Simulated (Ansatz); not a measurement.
## Ni: relaxation of cell and atoms

The calculation used DFT, PBE, PAW with Ansatz's default frozen-core files, scalar-relativistic (Ansatz 0.2.0).

Command: `ansatz run input.yaml --threads 1 --pin off --max-ram 3072MiB --backend cpu --events-out ev --progress --plain --runs-dir out` The run took about 30 s on 1 thread of a shared machine.

```yaml
crystal:
  lattice:
    - [2.2322827293, 0.0, 0.0]
    - [0.0, 2.2322827293, 0.0]
    - [0.0, 0.0, 2.2322827293]
  atoms:
    - { symbol: Ni, position: [0.0, 0.0, 0.0], spin: 1.5 }
magnetization:
  spin_polarized: true
kpoints:
  mp_grid: { grid: [16, 16, 16] }
scf:
  occupations: { method: fermi_dirac, width: 0.05 }
hamiltonian:
  xc: pbe
  pseudopotentials: { kind: paw }
output:
  forces: true
  stress: true
  write_density: true
  write_potential: true
  elf: true
  volumetric_format: npy
relax:
  f_tol: 0.005
  max_steps: 80
  cell: {}
```

The run is spin-polarised from parallel moments and ends with 0.56 μB in the cell; other orders may lie lower.

The cell is built from the sc type as a first guess.

The cutoff is 420 eV; energies and pressures of the walk include the program's estimate of the Pulay term.

Each frame lists the cell vectors (Å), then Cartesian positions (Å); symmetry keeps all forces zero. Free energies count from the first step, -5838.9173 eV.

The walk took 8 evaluations in all; steps that aren't listed are left out.

Step 1: E = 0.0 meV, P = 24.66 GPa

```
cell 2.2323 0.0000 0.0000 0.0000 2.2323 0.0000 0.0000 0.0000 2.2323
Ni    0.0000    0.0000    0.0000
```

Step 2: E = -73.3 meV, P = 11.81 GPa

```
cell 2.2755 0.0000 0.0000 0.0000 2.2755 0.0000 0.0000 0.0000 2.2755
Ni    0.0000    0.0000    0.0000
```

Step 3: E = -101.2 meV, P = 1.99 GPa

```
cell 2.3183 0.0000 0.0000 0.0000 2.3183 0.0000 0.0000 0.0000 2.3183
Ni    0.0000    0.0000    0.0000
```

How does the relaxation end?

It converges, with a = 2.329 Å, b = 2.329 Å, c = 2.329 Å, α = 90.00°, β = 90.00°, γ = 90.00° (conventional cell, space group Pm-3m). The last solve (on a basis chosen afresh for the final cell, so its energy is not quite comparable) gives E = -103.0 meV, P = 0.00 GPa:
```
cell 2.3293 0.0000 0.0000 0.0000 2.3293 0.0000 0.0000 0.0000 2.3293
Ni    0.0000    0.0000    0.0000
```
